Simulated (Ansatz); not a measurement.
BeS and its competing phases

Theory: Ansatz, DFT PBE, scalar-relativistic, plane waves, PAW. All cells share a 420 eV cutoff and Γ-centred k meshes spaced at most about 0.3 Å⁻¹ (2π included). No spin polarisation.

Formation energies are uncorrected and refer to the elements' standard structures at the same level.

All energies are static (0 K, no zero-point motion). No dispersion correction is applied, so the spacing and binding between layers, chains or molecules are poorly described (P4_2/mbc), and this can change margins and order among such cells. The reference form of S is held partly by dispersion forces, which this level lacks.

The competitors are the elements and 1 reference phase of this chemical system (from databases or known types: BeS), relaxed at the same level; other known phases may be missing.

The candidate was reached from: 4-connected net, two elements alternating.

```xyz
16
Lattice="11.0999 0.0000 0.0000 0.0000 11.0999 0.0000 0.0000 0.0000 3.4081" Properties=species:S:1:pos:R:3 pbc="T T T"
Be    6.3771    6.9917    0.0000
Be    9.6581   10.2728    1.7040
Be    4.7228    4.1082    0.0000
Be    1.4418    0.8271    1.7040
Be    6.9917    4.7228    1.7040
Be   10.2728    1.4418    0.0000
Be    4.1082    6.3771    1.7040
Be    0.8271    9.6581    0.0000
S     0.0291    8.8922    1.7040
S     3.3422    5.5791    0.0000
S    11.0707    2.2077    1.7040
S     7.7576    5.5208    0.0000
S     2.2077    0.0291    0.0000
S     5.5208    3.3422    1.7040
S     8.8922   11.0707    0.0000
S     5.5791    7.7576    1.7040
```

Question: Where does it stand against these competitors?

Answer: Not the lowest form: another structure of the same formula lies lower. Its formation energy is -0.826 eV/atom. The lowest competing phase at this composition is this:

```tsv
phase	space group	source	share of atoms	ΔE_f (eV/atom)
BeS	F-43m (No. 216)	COD	1.0000	-1.070
```

The candidate lies 0.24 eV/atom above this phase. The candidate matches no cell in the subsets of the Crystallography Open Database and the Materials Project at hand. The margin is far too high for a likely synthesis.
